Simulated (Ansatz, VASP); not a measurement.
## Ge: VASP beside Ansatz

```
CELL_PARAMETERS angstrom
4.02269 0.00000 0.00000
-2.01134 3.48375 0.00000
0.00000 0.00000 18.86852
ATOMIC_POSITIONS crystal
Ge 0.33333 0.66667 0.27476
Ge 0.66667 0.33333 0.23849
Ge 0.66667 0.33333 0.59191
Ge 0.33333 0.66667 0.55565
```

Alike in both runs: task single point; functional PBE; dispersion D3(BJ); k mesh 9 × 9 × 1; occupations gaussian, width 0.1 eV; no spin polarisation.

```csv
,VASP,Ansatz
version,VASP 6.6.1,Ansatz 0.2.0
potentials or method,"VASP PAW PBE potentials, release 64 (Ge_d)","scalar-relativistic, plane waves, PAW"
plane-wave cutoff (eV),520,420
valence electrons in the cell,56,56
```

```tsv
	VASP	Ansatz	Ansatz less VASP
gap on the k mesh at the Fermi level (eV)	0.06	0.06	0.000
least direct gap on the mesh (eV)	0.06	0.06	0.000
rms of the force components (eV/Å)	0.020	0.020	-0.0001
```

Atom by atom the forces differ by 0.000 eV/Å (rms over components).
